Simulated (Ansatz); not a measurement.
## BaTe (rocksalt) under strain

BaTe in the rocksalt structure, relaxed with r2SCAN in Ansatz. It is cubic, Fm-3m (No. 225); a = 7.065 Å in the conventional setting, 44.08 Å³ an atom. Ba is surrounded by 6 Te at 3.53 Å; Te is surrounded by 6 Ba at 3.53 Å.

The axes x, y and z are those of this cell:
```
Ba Te
1.0
     0.00000    3.53239    3.53239
     3.53239    0.00000    3.53239
     3.53239    3.53239    0.00000
Ba Te
1 1
Direct
  0.00000 0.00000 0.00000
  0.50000 0.50000 0.50000
```

Unstrained: With PBE the valence top lies at Γ and the conduction bottom at X, 1.655 eV higher; the smallest vertical gap, at X, is 2.009 eV. r2SCAN gives an indirect gap of 2.004 eV, from Γ to X; the least direct gap is 2.365 eV at X. The HSE06 gap is indirect, 2.347 eV (Γ to X), below the direct gap of 2.752 eV at X. Meshes: PBE 6×6×6, r2SCAN 6×6×6, HSE06 4×4×4. Strains are changes of length per length. After each strain the atoms were relaxed again with r2SCAN within the symmetry that the strain leaves, so tilts or polar shifts that break it weren't tested; points keep the names that they have in the unstrained zone. The values are computed, spin-unpolarised, and not measurements.

Changes of the least gap in eV (an overlap counts as a negative gap):

| strain | volume change (%) | space group | PBE | r2SCAN | HSE06 | energy rise, r2SCAN (meV/atom) |
| --- | --- | --- | --- | --- | --- | --- |
| uniaxial -4.77 % along z | -4.8 | I4/mmm | -0.203 | -0.214 | -0.205 | 27.8 |
| epitaxial -1.56 % in the plane normal to [111], free normal strain +1.45 % | -1.7 | R-3m | -0.070 | -0.071 | -0.075 | 3.2 |
| epitaxial +5.97 % in the xy plane, free normal strain -1.55 % | +10.6 | I4/mmm | +0.081 | +0.063 | +0.098 | 62.1 |

Uniaxial -4.77 % along z, other directions held. HSE06: the gap goes from 2.347 to 2.142 eV (-0.205 eV); with r2SCAN the top three valence levels at Γ, degenerate before, become 1+2 from the top over 152 meV. Stress change with r2SCAN, compression positive: xx +0.48, yy +0.48, zz +4.75 GPa.

Epitaxial -1.56 % in the plane normal to [111], free normal strain +1.45 %. HSE06: the gap goes from 2.347 to 2.272 eV (-0.075 eV); with r2SCAN the top three valence levels at Γ, degenerate before, become 2+1 from the top over 104 meV. Stress change with r2SCAN, compression positive: xx +0.53, yy +0.53, zz +0.53, xy -0.25, xz -0.25, yz -0.25 GPa.

Epitaxial +5.97 % in the xy plane, free normal strain -1.55 %. HSE06: the gap goes from 2.347 to 2.445 eV (+0.098 eV); with r2SCAN the top three valence levels at Γ, degenerate before, become 1+2 from the top over 114 meV. Stress change with r2SCAN, compression positive: xx -3.17, yy -3.17, zz +0.03 GPa.

No spin-orbit coupling is included; it can move band edges with weight on the heavy atoms by tenths of an eV.

The meshes of the hybrids are coarse, so their gaps aren't converged to the digits shown.

The splittings at Γ are without spin-orbit coupling, which regroups them where it is of like size or larger.
